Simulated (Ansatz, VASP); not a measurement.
One calculation of Tl, two programs

INCAR

```
SYSTEM = Tl
PREC = Accurate
ENCUT = 520
EDIFF = 1E-7
ISMEAR = -1
SIGMA = 0.1
LREAL = .False.
LASPH = .True.
NELM = 100
ALGO = Fast
ISIF = 2
LWAVE = .False.
LCHARG = .False.
GGA = CA
NBANDS = 26
```

File KPOINTS:

```
Automatic mesh
0
Gamma
  8 8 11
  0 0 0
```

File POSCAR:

```
Tl
1.0
    5.1404346402      0.0000000000      0.0000000000
   -2.5702173201      4.4517469849      0.0000000000
    0.0000000000      0.0000000000      3.1644126381
Tl
3
Direct
    1.0000000000      0.0000000000      1.0000000000
    0.3333333333      0.6666666667      0.5000000000
    0.6666666667      0.3333333333      0.5000000000
```

Input for Ansatz:

```yaml
crystal:
  lattice:
    - [5.1404346402, 0.0, 0.0]
    - [-2.5702173201, 4.4517469849, 0.0]
    - [0.0, 0.0, 3.1644126381]
  atoms:
    - { symbol: Tl, position: [1.0, 0.0, 1.0] }
    - { symbol: Tl, position: [0.3333333333, 0.6666666667, 0.5] }
    - { symbol: Tl, position: [0.6666666667, 0.3333333333, 0.5] }
hamiltonian:
  xc: lda
  pseudopotentials:
    kind: paw
    azcp:
      Tl: "pseudopotentials/Tl.paw.azcp"
basis:
  ecutwfc: 420
  fft_grid_basis: typed
kpoints:
  mp_grid: { grid: [8, 8, 11], shift: [0, 0, 0] }
magnetization:
  spin_polarized: false
scf:
  occupations: { method: fermi_dirac, width: 0.1 }
  lower_state_search: "off"
output:
  stress: true
```

Alike in both runs: task single point; functional LDA; k mesh 8 × 8 × 11; occupations fermi-dirac, width 0.1 eV; no spin polarisation.

```csv
,VASP,Ansatz
version,VASP 6.6.1,Ansatz 0.2.0
potentials or method,"VASP PAW LDA potentials, release 64 (Tl_d)","plane waves (420 eV) with PAW, scalar-relativistic"
plane-wave cutoff (eV),520,420
valence electrons in the cell,39,39
```

|  | VASP | Ansatz | Ansatz less VASP |
| --- | --- | --- | --- |
| pressure (GPa) | 8.3 | 8.1 | -0.17 |
| largest component of the traceless stress (GPa) | 1.78 | 1.79 | +0.002 |

Ansatz warned: «pseudo_functional_mismatch».

The runs have no spin-orbit coupling, so splittings on Tl are missing.
